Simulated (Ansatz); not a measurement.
**What moves the field gradients of Zr₃N₄?**

Cell of run 1: an entry of the Crystallography Open Database (COD), atoms as given.

```cif
data_Zr3N4
_symmetry_space_group_name_H-M 'I-43d'
_symmetry_Int_Tables_number 220
_cell_length_a 6.7400
_cell_length_b 6.7400
_cell_length_c 6.7400
_cell_angle_alpha 90.000
_cell_angle_beta 90.000
_cell_angle_gamma 90.000
loop_
_atom_site_label
_atom_site_type_symbol
_atom_site_symmetry_multiplicity
_atom_site_Wyckoff_symbol
_atom_site_fract_x
_atom_site_fract_y
_atom_site_fract_z
Zr Zr 12 a 0.3750 0.0000 0.2500
N N 16 c 0.0630 0.0630 0.0630
```

One atom of each set is listed; the run and its k-mesh use a cell of 14 atoms with edges of 5.84, 5.84, 5.84 Å.

Relaxed positions (PBE, cell held):

Zr (0.3750, 0.0000, 0.2500)
N (0.0687, 0.0687, 0.0687)

All runs are DFT with Ansatz 0.2.0 (plane waves and PAW, scalar-relativistic unless spin–orbit coupling is named, Γ-centred meshes, Fermi–Dirac smearing where given) in this cell.

Run 1: PBE, gradients read without the response of the cores, atoms as given; 420 eV, 6×6×6 k-points, smearing 0.02 eV.
Run 2: PBE, gradients read without the response of the cores, atoms relaxed; 420 eV, 6×6×6 k-points, smearing 0.02 eV.
Run 3: r2SCAN, gradients read without the response of the cores, at the relaxed atoms; 500 eV, 6×6×6 k-points, smearing 0.02 eV.

```csv
run,Zr V_zz (η),N V_zz (η)
1,13.90 (0.00),0.91 (0.00)
2,9.92 (0.00),0.59 (0.00)
3,?,?
```

V_zz in 10²¹ V/m².

(1) Estimate the row of run 3.

## Answers

(1) Zr: 10.05 (0.00); N: 0.63 (0.00). It lies nearest to run 2, from whose tensors on these sites it differs by 0.13 at most (largest principal value of the difference, on Zr). Taken one at a time, the positions of the atoms (as given or relaxed) move the tensors on these sites by up to 3.98 (largest principal value of the change, on Zr), the functional (r2SCAN with its higher cutoff) by 0.13 (Zr).

Without spin–orbit coupling (the program notes it for Zr) the gradients can shift somewhat, as the gap is small. In runs 1, 2 the gap is small for the k-mesh or the smearing, and small gradients can still move by 0.1 × 10²¹ V/m² or more. In run 1 the atoms aren't at the calculated equilibrium (largest force 0.32 eV/Å). The cell isn't the equilibrium one in run 1 (calculated pressure 8 GPa), and the entry's cell may itself be off.
